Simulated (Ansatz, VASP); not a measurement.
## SiO2 in VASP and in Ansatz

```
Si O
1.0
    -2.37405    2.37405    3.74400
     2.37405   -2.37405    3.74400
     2.37405    2.37405   -3.74400
Si O
2 4
Direct
  0.00000 0.00000 0.00000
  0.75000 0.25000 0.50000
  0.00142 0.62500 0.87642
  0.37500 0.25142 0.37642
  0.74858 0.12500 0.12358
  0.87500 0.99858 0.62358
```

The cell comes from a database or a generator and needn't be the stable form of this composition.

Alike in both runs: task electric field gradients; functional PBE; k mesh 6 × 6 × 6; occupations methfessel-paxton of order 1, width 0.05 eV; no spin polarisation.

```csv
,VASP,Ansatz
version,VASP 6.6.1,Ansatz 0.2.0
potentials or method,"VASP PAW PBE potentials, release 64 (Si, O)","plane-wave PAW, scalar-relativistic"
plane-wave cutoff (eV),520,420
valence electrons in the cell,32,32
```

|  | VASP | Ansatz | Ansatz less VASP |
| --- | --- | --- | --- |
| gap on the k mesh at the Fermi level (eV) | 6.01 | 6.01 | +0.002 |
| pressure (GPa) | 2.3 | 2.1 | -0.16 |
| largest component of the traceless stress (GPa) | 1.11 | 1.17 | +0.051 |
| Vzz of the field gradient on the site that differs most (V/Å²) | 86.1 | 89.7 | +3.63 |

A k mesh can miss the band edges. Expect the measured gap to be larger: semilocal functionals such as PBE lack the derivative discontinuity.
